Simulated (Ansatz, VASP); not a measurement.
**S in VASP and in Ansatz**

File POSCAR:

```
S
1.0
    0.0000000000      1.9943503440      1.9943503440
    1.9943503440      0.0000000000      1.9943503440
    1.9943503440      1.9943503440      0.0000000000
S
1
Direct
    0.0000000000      0.0000000000      0.0000000000
```

Contents of INCAR.step1:

```
SYSTEM = S
ALGO     = Normal         ! electronic algorithm
EDIFF    = 1E-4           ! SCF threshold, eV
ENCUT    = 520            ! plane-wave cutoff, eV
GGA      = PE             ! functional
ISMEAR   = 0              ! smearing method
LASPH    = .TRUE.         ! aspherical terms in the spheres
LCHARG   = .FALSE.        ! write CHGCAR
LREAL    = .FALSE.        ! projectors in reciprocal space
LWAVE    = .TRUE.         ! write WAVECAR
NBANDS   = 9              ! bands
NELM     = 100            ! most SCF steps
PREC     = Accurate       ! precision mode
SIGMA    = 0.15           ! smearing width, eV
```

INCAR.step2

```
SYSTEM = S
ALGO     = Normal         ! electronic algorithm
EDIFF    = 1E-7           ! SCF threshold, eV
ENCUT    = 520            ! plane-wave cutoff, eV
ISIF     = 2              ! what is computed and relaxed
ISMEAR   = 0              ! smearing method
ISTART   = 1            
LASPH    = .TRUE.         ! aspherical terms in the spheres
LCHARG   = .FALSE.        ! write CHGCAR
LMIXTAU  = .TRUE.       
LREAL    = .FALSE.        ! projectors in reciprocal space
LWAVE    = .FALSE.        ! write WAVECAR
METAGGA  = R2SCAN         ! meta-GGA
NBANDS   = 9              ! bands
NELM     = 100            ! most SCF steps
PREC     = Accurate       ! precision mode
SIGMA    = 0.15           ! smearing width, eV
```

KPOINTS

```
k-points
0
G
  22 22 22
  0 0 0
```

Input for Ansatz:

```yaml
crystal:
  lattice:
    - [0.0, 1.994350344, 1.994350344]
    - [1.994350344, 0.0, 1.994350344]
    - [1.994350344, 1.994350344, 0.0]
  atoms:
    - { symbol: S, position: [0.0, 0.0, 0.0] }
basis:
  ecutwfc: 500
kpoints:
  mp_grid: { grid: [22, 22, 22] }
hamiltonian:
  xc: r2scan
scf:
  occupations: { method: gaussian, width: 0.15 }
output:
  forces: true
  stress: true
  eigenvalues: true
```

This isn't the form of S at room conditions, which is orthorhombic, of S8 rings.

Alike in both runs: task single point; functional r2SCAN; k mesh 22 × 22 × 22; occupations gaussian, width 0.15 eV; no spin polarisation.

|  | VASP | Ansatz |
| --- | --- | --- |
| version | VASP 6.6.1 | Ansatz 0.2.0 |
| potentials or method | VASP PAW PBE potentials, release 64 (S) | scalar-relativistic, plane waves, PAW |
| plane-wave cutoff (eV) | 520 | 500 |
| valence electrons in the cell | 6 | 6 |

```csv
,VASP,Ansatz,Ansatz less VASP
gap on the k mesh at the Fermi level (eV),none,none,-
pressure (GPa),0.6,0.8,+0.25
```

A gap of «none» marks a metal or a gap that the smearing closes.

Caveats: the PAW data sets were made with another functional, which shifts forces and pressure a little (VASP).
